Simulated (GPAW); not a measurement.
# Pb (Fm-3m) in GPAW: settings compared

One crystal, Pb, is run at these levels: BLYP, PBE; tasks: relaxation of cell and atoms, single point.

Everything below comes from runs of GPAW 26.7.0. Logs are shortened: lines on timing, memory, paths and dates and some standing lists are left out, and cuts for length are marked. The log counts tension as positive stress, the text compression.

### 1 Starting point

It takes space group Fm-3m (No. 225, cubic). The conventional cell has a = 4.950 Å, b = 4.950 Å, c = 4.950 Å, α = 90.00°, β = 90.00°, γ = 90.00°. Pb (site symmetry m-3m) is surrounded by 12 Pb at 3.50 Å.

### 2 Relaxation of cell and atoms, BLYP, target pressure 5 GPa, at which the enthalpy is minimised

run.py

```python
from ase.filters import FrechetCellFilter
from ase.io import read, write
from ase.optimize import BFGS
from ase.units import GPa
from gpaw import GPAW, PW, setup_paths

setup_paths.insert(0, '.')

atoms = read('Pb.xyz')

calc = GPAW(mode=PW(600),
            xc='BLYP',
            kpts={'size': (9, 9, 9), 'gamma': True},
            occupations={'name': 'fermi-dirac', 'width': 0.05},
            nbands=14,
            convergence={'density': 1e-05, 'forces': 0.0001},
            eigensolver='davidson',
            maxiter=150,
            txt='gpaw.txt')
atoms.calc = calc
opt = BFGS(FrechetCellFilter(atoms, scalar_pressure=5 * GPa), trajectory='relax.traj', logfile='-')
done = opt.run(fmax=0.05, steps=40)
calc.write('gs.gpw')
write('result.traj', atoms)
print('Converged:', done)
print('Cell:', atoms.cell.cellpar().round(4))
print('Volume:', round(atoms.get_volume(), 4))
print(atoms.get_scaled_positions().round(5))
```

Pb.xyz

```xyz
1
Lattice="0.0000000000 2.4750200000 2.4750200000 2.4750200000 0.0000000000 2.4750200000 2.4750200000 2.4750200000 0.0000000000" Properties=species:S:1:pos:R:3 pbc="T T T"
Pb     0.0000000000      0.0000000000      0.0000000000
```

Potentials or basis: PAW data sets generated in the run's folder for this functional, pw.

On the command line:

```
gpaw-setup -f BLYP Pb
OMP_NUM_THREADS=1 python run.py
```

gpaw.txt:

```text
__  _  _
 | _ |_)|_||  |
 |__||  | ||/\| - 26.7.0

Input parameters:
  mode=PW(ecut=600.0),
  convergence={'density': 1e-05, 'forces': 0.0001},
  eigensolver=Davidson(niter=2),
  kpts=MonkhorstPack(size=(9, 9, 9), gamma=True),
  maxiter=150,
  nbands=14,
  occupations=Occupations(name='fermi-dirac', width=0.05),
  xc=XC(name='BLYP')

Diagonalizing LCAO Hamiltonian
Converting LCAO to pw mode

       Pb

Atoms  # Å, Bohr magnetons
|   | symbol |        x |        y |        z |    initial magnetic moments |
|---|--------|----------|----------|----------|-----------------------------|
| 0 |     Pb | 0.000000 | 0.000000 | 0.000000 | ( 0.0000,  0.0000,  0.0000) |

Unit cell  # Å
| periodic |        x |        y |        z |  lengths |    angles |
|----------|----------|----------|----------|----------|-----------|
|      yes | 0.000000 | 2.475020 | 2.475020 | 3.500207 | 60.000000 |
|      yes | 2.475020 | 0.000000 | 2.475020 | 3.500207 | 60.000000 |
|      yes | 2.475020 | 2.475020 | 0.000000 | 3.500207 | 60.000000 |

Number of symmetries: 48
Symmetry operations  # r_c * U_cc + t_c -> r_c
|    | kind |            matrix            |
|----|------|------------------------------|
|  0 |  σ   |  1, 0, 0,  1, 0,-1,  1,-1, 0 |
|  1 |  C2  |  1, 0, 0,  1,-1, 0,  1, 0,-1 |
|  2 |  E   |  1, 0, 0,  0, 1, 0,  0, 0, 1 |
|  3 |  σ   |  1, 0, 0,  0, 0, 1,  0, 1, 0 |
|  4 |  C4  |  1, 0,-1,  1, 0, 0,  1,-1, 0 |
|  5 |  S6  |  1, 0,-1,  1,-1, 0,  1, 0, 0 |
|  6 |  σ   |  1, 0,-1,  0, 1,-1,  0, 0,-1 |
|  7 |  C3  |  1, 0,-1,  0, 0,-1,  0, 1,-1 |
|  8 |  S6  |  1,-1, 0,  1, 0, 0,  1, 0,-1 |
|  9 |  C4  |  1,-1, 0,  1, 0,-1,  1, 0, 0 |
| 10 |  C3  |  1,-1, 0,  0,-1, 1,  0,-1, 0 |
| 11 |  σ   |  1,-1, 0,  0,-1, 0,  0,-1, 1 |
| 12 |  σ   |  0, 1, 0,  1, 0, 0,  0, 0, 1 |
| 13 |  C4  |  0, 1, 0,  0, 1,-1, -1, 1, 0 |
[... 136 lines left out ...]
convergence criteria:
- Maximum integral of absolute [dens]ity change: 1e-05 electrons / valence electron
- Maximum change in the atomic [forces] across last 2 cycles: 0.0001 eV/Ang OR
Maximum error relative to the maximum force is below inf
- Maximum [total energy] change in last 3 cyles: 0.0005 eV / valence electron
- Maximum integral of absolute [eigenst]ate change: 4e-08 eV^2 / valence electron
maximum number of iterations: 150

SCF iterations
|iter     | |      energy | eigst |  dens |force |
|---------|-|-------------|-------|-------|------|
|iter:   1| |   -3.067432 | -0.21 |       |      |
|iter:   2| |   -3.070041 | -1.86 | -1.90 |      |
|iter:   3| |   -3.065890c| -2.27 | -1.92 |      |
|iter:   4| |   -3.064418c| -3.87 | -2.39 |      |
|iter:   5| |   -3.064501c| -4.13 | -2.70 |      |
|iter:   6| |   -3.064504c| -5.07 | -3.82 |      |
|iter:   7| |   -3.064505c| -5.80 | -4.16 |      |
|iter:   8| |   -3.064506c| -6.78 | -4.52 |      |
|iter:   9| |   -3.064506c| -6.97 | -5.19c|      |
|iter:  10| |   -3.064506c| -8.21c| -5.68c|      |
|iter:  11| |   -3.064506c| -8.68c| -6.08c|-21.87c|

Converged in 11 steps
Energy contributions relative to reference atoms: (reference = -567303.352996)

Energy contributions:
  Kinetic:          10.489303
  Coulomb:         -10.293766
  Zero:              0.115703
  External:          0.000000
  Xc:               -3.374060
  Entropy:          -0.003370
  Spinorbit:         0.000000
  ----------------------------
  Free energy:      -3.066191
  Extrapolated:     -3.064506
[... 25 lines left out ...]
Stress tensor  # eV/Ang^3
|         x |         y |         z |
|-----------|-----------|-----------|
| -0.035144 |  0.000000 | -0.000000 |
|  0.000000 | -0.035144 | -0.000000 |
| -0.000000 | -0.000000 | -0.035144 |

Forces  # eV/Ang
|       x |       y |       z |
|---------|---------|---------|
| 0.00000 | 0.00000 | 0.00000 |  # Pb   0

Interpolating wave functions to new cell

       Pb

Atoms  # Å, Bohr magnetons
|   | symbol |        x |        y |        z |    initial magnetic moments |
|---|--------|----------|----------|----------|-----------------------------|
| 0 |     Pb | 0.000000 | 0.000000 | 0.000000 | ( 0.0000,  0.0000,  0.0000) |

Unit cell  # Å
| periodic |         x |        y |        z |  lengths |    angles |
|----------|-----------|----------|----------|----------|-----------|
|      yes | -0.000000 | 2.479244 | 2.479244 | 3.506181 | 60.000000 |
|      yes |  2.479244 | 0.000000 | 2.479244 | 3.506181 | 60.000000 |
|      yes |  2.479244 | 2.479244 | 0.000000 | 3.506181 | 60.000000 |

Number of symmetries: 48
Symmetry operations  # r_c * U_cc + t_c -> r_c
|    | kind |            matrix            |
|----|------|------------------------------|
|  0 |  σ   |  1, 0, 0,  1, 0,-1,  1,-1, 0 |
|  1 |  C2  |  1, 0, 0,  1,-1, 0,  1, 0,-1 |
|  2 |  E   |  1, 0, 0,  0, 1, 0,  0, 0, 1 |
|  3 |  σ   |  1, 0, 0,  0, 0, 1,  0, 1, 0 |
|  4 |  C4  |  1, 0,-1,  1, 0, 0,  1,-1, 0 |
|  5 |  S6  |  1, 0,-1,  1,-1, 0,  1, 0, 0 |
|  6 |  σ   |  1, 0,-1,  0, 1,-1,  0, 0,-1 |
|  7 |  C3  |  1, 0,-1,  0, 0,-1,  0, 1,-1 |
|  8 |  S6  |  1,-1, 0,  1, 0, 0,  1, 0,-1 |
|  9 |  C4  |  1,-1, 0,  1, 0,-1,  1, 0, 0 |
| 10 |  C3  |  1,-1, 0,  0,-1, 1,  0,-1, 0 |
| 11 |  σ   |  1,-1, 0,  0,-1, 0,  0,-1, 1 |
| 12 |  σ   |  0, 1, 0,  1, 0, 0,  0, 0, 1 |
| 13 |  C4  |  0, 1, 0,  0, 1,-1, -1, 1, 0 |
[... 136 lines left out ...]
convergence criteria:
- Maximum integral of absolute [dens]ity change: 1e-05 electrons / valence electron
- Maximum change in the atomic [forces] across last 2 cycles: 0.0001 eV/Ang OR
Maximum error relative to the maximum force is below inf
- Maximum [total energy] change in last 3 cyles: 0.0005 eV / valence electron
- Maximum integral of absolute [eigenst]ate change: 4e-08 eV^2 / valence electron
maximum number of iterations: 150

SCF iterations
|iter     | |      energy | eigst |  dens |force |
|---------|-|-------------|-------|-------|------|
|iter:   1| |   -3.071119 |       |       |      |
|iter:   2| |   -3.070904 | -4.60 | -2.51 |      |
|iter:   3| |   -3.069819c| -3.76 | -2.53 |      |
|iter:   4| |   -3.069791c| -5.25 | -3.21 |      |
|iter:   5| |   -3.069817c| -4.86 | -3.47 |      |
|iter:   6| |   -3.069817c| -6.05 | -4.59 |      |
|iter:   7| |   -3.069818c| -6.62 | -4.90 |      |
|iter:   8| |   -3.069818c| -8.24c| -5.02c|      |
|iter:   9| |   -3.069818c| -8.49c| -5.55c|-22.81c|

Converged in 9 steps
Energy contributions relative to reference atoms: (reference = -567303.352996)
[... 37 lines left out ...]
Stress tensor  # eV/Ang^3
|         x |         y |         z |
|-----------|-----------|-----------|
| -0.033340 |  0.000000 |  0.000000 |
|  0.000000 | -0.033340 | -0.000000 |
|  0.000000 | -0.000000 | -0.033340 |

Forces  # eV/Ang
|        x |       y |       z |
|----------|---------|---------|
| -0.00000 | 0.00000 | 0.00000 |  # Pb   0

Interpolating wave functions to new cell

       Pb

Atoms  # Å, Bohr magnetons
|   | symbol |        x |         y |         z |    initial magnetic moments |
|---|--------|----------|-----------|-----------|-----------------------------|
| 0 |     Pb | 0.000000 | -0.000000 | -0.000000 | ( 0.0000,  0.0000,  0.0000) |

Unit cell  # Å
| periodic |         x |        y |         z |  lengths |    angles |
|----------|-----------|----------|-----------|----------|-----------|
|      yes | -0.000000 | 2.484303 |  2.484303 | 3.513335 | 60.000000 |
|      yes |  2.484303 | 0.000000 |  2.484303 | 3.513335 | 60.000000 |
|      yes |  2.484303 | 2.484303 | -0.000000 | 3.513335 | 60.000000 |

Number of symmetries: 48
Symmetry operations  # r_c * U_cc + t_c -> r_c
|    | kind |            matrix            |
|----|------|------------------------------|
|  0 |  σ   |  1, 0, 0,  1, 0,-1,  1,-1, 0 |
|  1 |  C2  |  1, 0, 0,  1,-1, 0,  1, 0,-1 |
|  2 |  E   |  1, 0, 0,  0, 1, 0,  0, 0, 1 |
|  3 |  σ   |  1, 0, 0,  0, 0, 1,  0, 1, 0 |
|  4 |  C4  |  1, 0,-1,  1, 0, 0,  1,-1, 0 |
|  5 |  S6  |  1, 0,-1,  1,-1, 0,  1, 0, 0 |
|  6 |  σ   |  1, 0,-1,  0, 1,-1,  0, 0,-1 |
|  7 |  C3  |  1, 0,-1,  0, 0,-1,  0, 1,-1 |
|  8 |  S6  |  1,-1, 0,  1, 0, 0,  1, 0,-1 |
|  9 |  C4  |  1,-1, 0,  1, 0,-1,  1, 0, 0 |
| 10 |  C3  |  1,-1, 0,  0,-1, 1,  0,-1, 0 |
| 11 |  σ   |  1,-1, 0,  0,-1, 0,  0,-1, 1 |
| 12 |  σ   |  0, 1, 0,  1, 0, 0,  0, 0, 1 |
| 13 |  C4  |  0, 1, 0,  0, 1,-1, -1, 1, 0 |
[... 136 lines left out ...]
convergence criteria:
- Maximum integral of absolute [dens]ity change: 1e-05 electrons / valence electron
- Maximum change in the atomic [forces] across last 2 cycles: 0.0001 eV/Ang OR
Maximum error relative to the maximum force is below inf
- Maximum [total energy] change in last 3 cyles: 0.0005 eV / valence electron
- Maximum integral of absolute [eigenst]ate change: 4e-08 eV^2 / valence electron
maximum number of iterations: 150

SCF iterations
|iter     | |      energy | eigst |  dens |force |
|---------|-|-------------|-------|-------|------|
|iter:   1| |   -3.077706 |       |       |      |
|iter:   2| |   -3.077399 | -4.43 | -2.43 |      |
|iter:   3| |   -3.075849c| -3.57 | -2.46 |      |
|iter:   4| |   -3.075805c| -5.09 | -3.13 |      |
|iter:   5| |   -3.075843c| -4.70 | -3.39 |      |
|iter:   6| |   -3.075843c| -5.91 | -4.48 |      |
|iter:   7| |   -3.075844c| -6.47 | -4.81 |      |
|iter:   8| |   -3.075844c| -8.12c| -4.94 |      |
|iter:   9| |   -3.075844c| -8.37c| -5.48c|      |
|iter:  10| |   -3.075844c| -9.22c| -6.16c|-22.63c|

Converged in 10 steps
Energy contributions relative to reference atoms: (reference = -567303.352996)

Energy contributions:
  Kinetic:          10.046015
  Coulomb:          -9.938085
  Zero:              0.114380
  External:          0.000000
  Xc:               -3.296437
  Entropy:          -0.003433
  Spinorbit:         0.000000
  ----------------------------
  Free energy:      -3.077560
  Extrapolated:     -3.075844
[... 25 lines left out ...]
Stress tensor  # eV/Ang^3
|         x |         y |         z |
|-----------|-----------|-----------|
| -0.031231 | -0.000000 | -0.000000 |
| -0.000000 | -0.031231 | -0.000000 |
| -0.000000 | -0.000000 | -0.031231 |

Forces  # eV/Ang
|       x |        y |       z |
|---------|----------|---------|
| 0.00000 | -0.00000 | 0.00000 |  # Pb   0

# Writing to gs.gpw (mode='')
```

It took 23 s on 1 thread of Arm Neoverse V1, shared host; peak memory 0.16 GiB.

Results:

```yaml
Free_energy: -3.0776 eV
Relaxed_volume: 30.67 Å³/atom
Relaxed_cell: a = 3.513 Å, b = 3.513 Å, c = 3.513 Å, α = 60.00°, β = 60.00°, γ = 60.00°
Space_group_after_relaxing_to_0.05_Å: Fm-3m (No. 225)
Energy_change_on_relaxing_the_enthalpy_is_what_falls: -11.3 meV/atom
Ionic_steps: 3
Pressure_after_relaxing: 5.0 GPa
Band_gap_on_the_k_mesh: none (metal or under the smearing width)
```

Step by step:
```tsv
step	energy change (eV)	largest force (eV/Å)	pressure (GPa)	volume (Å³)
1	0.0000	0.0000	5.63	30.32
2	-0.0053	0.0000	5.34	30.48
3	-0.0113	0.0000	5.00	30.67
```

Final structure:
```
CELL_PARAMETERS angstrom
0.00000 2.48430 2.48430
2.48430 0.00000 2.48430
2.48430 2.48430 0.00000
ATOMIC_POSITIONS crystal
Pb 0.00000 0.00000 0.00000
```

Caveat: later steps reuse the first step's grids. The run has no spin-orbit coupling, so splittings on Pb are missing.

(Part 1 of 2 ends here.)
